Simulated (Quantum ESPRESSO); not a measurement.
Runs of Quantum ESPRESSO 7.5 on YN. The structure is cubic, space group Fm-3m (No. 225). The conventional cell has a = 4.877 Å, b = 4.877 Å, c = 4.877 Å, α = 90.00°, β = 90.00°, γ = 90.00°. Y (site symmetry m-3m) is surrounded by 6 N at 2.44 Å. N (site symmetry m-3m) is surrounded by 6 Y at 2.44 Å. 

```csv
task,level,potentials or basis,k mesh,cutoff (eV),symmetry,SCF threshold,form of the LDA correlation,gap on the mesh (eV),pressure (GPa),V0 of scaled cells (Å³/atom),B0 (GPa)
band structure,r2SCAN,SG15 PBE 1.2,7 × 7 × 7,1197,off,1e-08 Ry,-,0.66,(a),-,-
equation of state,LDA,GBRV 1.5 LDA,9 × 9 × 9,612,-,4e-10 Ry,PZ81,-,-,(c),182
band structure,LDA,GBRV 1.5 LDA,9 × 9 × 9,612,-,4e-10 Ry,PZ81,0.15,-5.9,-,-
band structure,PBEsol,GBRV 1.5 PBEsol,9 × 9 × 9,612,-,4e-10 Ry,-,0.16,-2.1,-,-
equation of state,r2SCAN,SG15 PBE 1.2,7 × 7 × 7,1197,off,1e-08 Ry,-,-,-,(b),169
```

Alike in all rows: no spin polarisation; cell as given; smearing fermi-dirac 0.05 eV.

**Question.** Estimate the missing entries.

**Answer.** (a) 2.0; (b) 14.67; (c) 14.01.

Caveats: the potentials were made for another functional, which shifts forces and pressure (some runs); the mesh misses the band edges, which the band path finds closer together (some runs).

A k mesh can miss the band edges, and the runs leave out spin-orbit coupling on Y.
